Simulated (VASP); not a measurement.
Wanted: the native input for a VASP 6.6.1 run.

```
Task                   : single point
Functional             : PBE
Potentials or basis    : VASP PAW PBE potentials, release 64 (Ag, Cl)
Cutoff                 : 520 eV
k mesh                 : 8 × 8 × 8
Occupations            : gaussian, width 0.02 eV
Spin                   : no spin polarisation
Dipole correction      : no
Further INCAR settings : ALGO = Normal; EDIFF = 1e-06; NBANDS = 16
```

The structure of AgCl lies in POSCAR:

```
AgCl
1.0
    0.0000000000      2.8060280976      2.8060280976
    2.8060280976      0.0000000000      2.8060280976
    2.8060280976      2.8060280976      0.0000000000
Ag Cl
1 1
Direct
    0.0000000000      0.0000000000      0.0000000000
    0.5000000000      0.5000000000      0.5000000000
```

The cell is a database's computed one.

These files were run (other wordings do the same):

INCAR

```
SYSTEM = AgCl
PREC = Accurate ; ENCUT = 520
EDIFF = 1E-6 ; ISMEAR = 0
SIGMA = 0.02 ; LREAL = .FALSE.
LASPH = .TRUE. ; NELM = 80
ALGO = Normal ; ISIF = 2
LWAVE = .FALSE. ; LCHARG = .FALSE.
GGA = PE ; NBANDS = 16
```

KPOINTS

```
regular mesh
0
G
  8 8 8
  0 0 0
```

Potentials or basis: VASP PAW PBE potentials, release 64 (Ag, Cl).

Run with:

```bash
$ cat potpaw_PBE.64/Ag/POTCAR potpaw_PBE.64/Cl/POTCAR > POTCAR
$ mpirun -np 1 vasp_std > vasp.out
```

It gave:

The pressure is -0.1 GPa. The band gap on the k mesh is 0.92 eV, indirect (least direct gap 3.07 eV).

Wall time 11 s on 1 thread of Intel(R) Xeon(R) 6975P-C (Granite Rapids) (shared host), peak memory 0.17 GiB.
